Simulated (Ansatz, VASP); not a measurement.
**Two plane-wave programs on Sc**

```
Sc
1.0
    -1.81083    1.81083    1.81083
     1.81083   -1.81083    1.81083
     1.81083    1.81083   -1.81083
Sc
1
Direct
  0.00000 0.00000 0.00000
```

Alike in both runs: functional PBEsol; k mesh 8 × 8 × 8; occupations gaussian, width 0.1 eV; no spin polarisation.

Ansatz relaxed the structure, and its values are those at the end. VASP's run is a single point on that final structure, the one shown.

|  | VASP | Ansatz |
| --- | --- | --- |
| version | VASP 6.6.1 | Ansatz 0.2.0 |
| potentials or method | VASP PAW PBE potentials, release 64 (Sc_sv) | scalar-relativistic, plane waves, PAW |
| plane-wave cutoff (eV) | 520 | 420 |
| valence electrons in the cell | 11 | 11 |

|  | VASP | Ansatz | Ansatz less VASP |
| --- | --- | --- | --- |
| gap on the k mesh at the Fermi level (eV) | none | none | - |
| pressure (GPa) | 0.1 | 0.1 | 0.00 |

A gap of «none» marks a metal or a gap that the smearing closes. The functional is the same, so the differences come from potentials, cutoffs and numerics.

Caveats: the PAW data sets were made with another functional, which shifts forces and pressure a little (VASP).
